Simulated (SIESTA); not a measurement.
Write the native input for SIESTA 5.4.2 that does the following.

- Task: band structure
- Functional: PBEsol
- Potentials or basis: PseudoDojo 0.4 standard (PBEsol files)
- Basis: DZP (energy shift 0.003 Ry; two zetas on semicore shells)
- Grid cutoff: 800 Ry
- Energy shift: 0.003 Ry
- k mesh: 7 × 7 × 7
- Occupations: fermi-dirac, width 0.05 eV
- Spin: no spin polarisation

Crystal: TiSi2.

```
Ti Si
1.0
     0.00000    4.11752    4.26290
     2.38951    0.00000    4.26290
     2.38951    4.11752    0.00000
Ti Si
2 4
Direct
  0.75000 0.75000 0.75000
  0.50000 0.50000 0.50000
  0.41257 0.08743 0.41257
  0.08743 0.41257 0.08743
  0.16257 0.83743 0.16257
  0.83743 0.16257 0.83743
```

The cell is a database's computed one.

One way to write it, as run:

TiSi2.fdf

```
SystemName                      TiSi2
SystemLabel                     TiSi2
NumberOfSpecies                 2
NumberOfAtoms                   6
%block ChemicalSpeciesLabel
  1  22 Ti
  2  14 Si
%endblock ChemicalSpeciesLabel

LatticeConstant                 1.0 Ang
%block LatticeVectors
     0.0000000000     4.1175163063     4.2628978354
     2.3895119538     0.0000000000     4.2628978354
     2.3895119538     4.1175163063     0.0000000000
%endblock LatticeVectors
AtomicCoordinatesFormat         Fractional
%block AtomicCoordinatesAndAtomicSpecies
     0.7500000000     0.7500000000     0.7500000000  1  Ti
     0.5000000000     0.5000000000     0.5000000000  1  Ti
     0.4125656100     0.0874343900     0.4125656100  2  Si
     0.0874343900     0.4125656100     0.0874343900  2  Si
     0.1625656100     0.8374343900     0.1625656100  2  Si
     0.8374343900     0.1625656100     0.8374343900  2  Si
%endblock AtomicCoordinatesAndAtomicSpecies

%block kgrid.MonkhorstPack
    7   0   0  0.0
    0   7   0  0.0
    0   0   7  0.0
%endblock kgrid.MonkhorstPack
XC.Functional                   GGA
XC.Authors                      PBEsol
PAO.BasisSize                   DZP
PAO.EnergyShift                 0.003 Ry
Mesh.Cutoff                     800 Ry
OccupationFunction              FD
ElectronicTemperature           0.05 eV
MaxSCFIterations                120
SCF.MustConverge                false
SCF.Mixer.Method                Pulay
SCF.Mixer.Weight                0.25
SCF.Mixer.History               8
SCF.DM.Tolerance                5.0e-05
SCF.H.Tolerance                 1.0e-03 eV
WriteForces                     true
Charge.Mulliken                 end
BandLinesScale                  ReciprocalLatticeVectors
%block BandLines
    1    0.000000   0.000000   0.000000  \Gamma
    7    0.500000   0.000000   0.500000  Y
    7    1.000000   0.500000   0.500000  T
    7    0.500000   0.500000   0.000000  Z
    7    0.000000   0.000000   0.000000  \Gamma
   11    0.000000   0.412746   0.412746  X
    9    0.500000   0.244355   0.744355  A1
    6    0.500000   0.000000   0.500000  Y
    1    1.000000   0.500000   0.500000  T
    2    1.000000   0.587254   0.587254  X1
    1    0.000000   0.412746   0.412746  X
    8    0.500000   0.755645   0.255645  A
    7    0.500000   0.500000   0.000000  Z
    1    0.500000   0.500000   0.500000  L
    8    0.000000   0.000000   0.000000  \Gamma
%endblock BandLines
%block PAO.Basis
  Ti 5
  n=3 0 2
    3.151 0.000
  n=4 0 2
    8.703 0.000
  n=3 1 2
    3.568 0.000
  n=4 1 1
    8.703
  n=3 2 2
    6.267 0.000
%endblock PAO.Basis
```

Potentials or basis: PseudoDojo 0.4 standard (PBEsol files), DZP (energy shift 0.003 Ry; two zetas on semicore shells).

Command:

```bash
$ siesta < TiSi2.fdf > TiSi2.out 2>&1
```

It gave:

```
Pressure               : -1.3 GPa
Largest force          : 0.051 eV/Å
Band gap on the k mesh : none (metal or under the smearing width)
```

Caveat: the basis of atomic orbitals isn't converged, which shifts pressures, moduli and gaps.

Wall time 4.4 min on 1 thread of Arm Neoverse V2 (shared host), peak memory 0.79 GiB.
